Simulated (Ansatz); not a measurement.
Profile along the In–N line in InN (wurtzite)

InN (wurtzite)

```xyz
4
Lattice="3.5475 0.0000 0.0000 -1.7737 3.0722 0.0000 0.0000 0.0000 5.7226" Properties=species:S:1:pos:R:3 pbc="T T T"
In     1.7737     1.0241     0.0129
In     0.0000     2.0481     2.8742
N      1.7737     1.0241     3.5648
N      0.0000     2.0481     0.7035
```

Fields along a shortest In–N line of a (1 -1 0 0) plane (2.17 Å), from In to N, interpolated on the slice's grid (step about 0.2 Å). Level of theory: r2SCAN (plane waves to 500 eV, PAW, scalar-relativistic; Ansatz, a program for electronic structure). k mesh 11×11×6. Near the nuclei the fields are pseudised (PAW); where an atom keeps semicore shells as valence, they peak there. InN was relaxed with its symmetry unable to fall.

| distance from In (Å) | valence electron density (e/Å³) | electron localisation function |
|---|---|---|
| 0.00 | 13.24 | x |
| 0.22 | 10.90 | x |
| 0.43 | 6.29 | 0.03 |
| 0.65 | 2.61 | 0.15 |
| 0.87 | 0.92 | 0.18 |
| 1.08 | 0.56 | 0.25 |
| 1.30 | 0.75 | 0.65 |
| 1.52 | 1.44 | 0.82 |
| 1.74 | 2.72 | 0.70 |
| 1.95 | 3.50 | x |
| 2.17 | 3.44 | x |

x: too close to a nucleus for the ELF to mean much.

Density on the In–N line (2.17 Å) at its midpoint: 0.56 e/Å³. ELF at that point: 0.2.
